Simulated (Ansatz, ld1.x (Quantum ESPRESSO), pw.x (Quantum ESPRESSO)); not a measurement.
# From atom to crystal: TM potential for Pt

* Element: Pt
* Generator: ld1.x (Quantum ESPRESSO) 7.5
* Type: norm-conserving Troullier–Martins (Kleinman–Bylander form)
* Functional: PBE
* Relativity: scalar-relativistic
* Frozen core: [Xe] 4f14
* Valence charge: 10
* Reference configuration: 5d9 6s0.75 6p0.25
* Partial waves: 6s (bound): rc 2.00 bohr; 6p (bound): rc 2.75 bohr; 5d (bound): rc 1.80 bohr
* Local potential: the d channel
* Core correction: none

Atomic tests: cutoffs needed: 40 Ry and 50 Ry (the cutoffs (Ry, on a coarse ladder) from which the occupation-weighted sum of valence levels, in a spherical-Bessel basis at the reference potential, stays within 10 and 1 mRy of its value at 400 Ry); ghost test: ghost states, extra bound levels that the all-electron valence spectrum of the same l lacks: s at -61.7 eV, p at -12.5 eV; a true bound ghost makes a file unfit for plane-wave use (spherical-Bessel basis up to 400 Ry, 20 bohr box); largest excitation error: +25 meV (all-electron minus pseudo) for 5d8 6s0 6p0, out of 7 test configurations.

Crystal test: fcc Pt in pw.x 7.5, no spin, 14³ k-points, Fermi–Dirac smearing 0.01 Ry, cutoffs 60/240 Ry. The reference is all-electron LAPW (Ansatz 0.2.0) with the same functional, mesh and smearing; V0 and B0 come from Birch–Murnaghan fits to the pressures at five volumes. Errors are pseudo minus all-electron; Δ is the rms difference of the E(V) curves that follow from these fits, minima aligned, over ±6 % about the mean V0. Mesh and smearing are coarse, so the numbers serve the comparison and aren't converged zero-temperature values; the lattice is a test structure that the element need not adopt.

```
V (Å³/atom)  P all-electron (GPa)  P pseudo (GPa)
     14.858                 15.18          -58.23
     15.249                  7.27          -63.74
     15.640                  0.53          -68.26
     16.031                 -5.20          -71.93
     16.422                -10.06          -74.86
```

All-electron: a0 = 3.973 Å (V0 = 15.67 Å³/atom), B0 = 245.3 GPa.

Pseudopotential: mean pressure error (GPa): -68.95. The pressure does not cross zero within the volumes sampled, so no fit is given. This is a poor potential for the solid. Note: ghost states, extra bound levels that the all-electron valence spectrum of the same l lacks: s at -61.7 eV, p at -12.5 eV. A true bound ghost makes a file unfit for plane-wave use.

Problem. At the middle volume, how do free energy and pressure move when the wave cutoff is lowered (ecutrho kept at four times it)?

Solution.

| cutoff (Ry) | shift of F (meV/atom) | shift of P (GPa) |
| --- | --- | --- |
| 27 | +1377.6 | -71.66 |
| 36 | +169.6 | -7.25 |
| 48 | +23.8 | -0.75 |

The run at the middle volume (104 k-points, 13 iterations) took about 24 s on one core of a shared host (Neoverse-V1, 32 threads, 247 GiB, load 22).
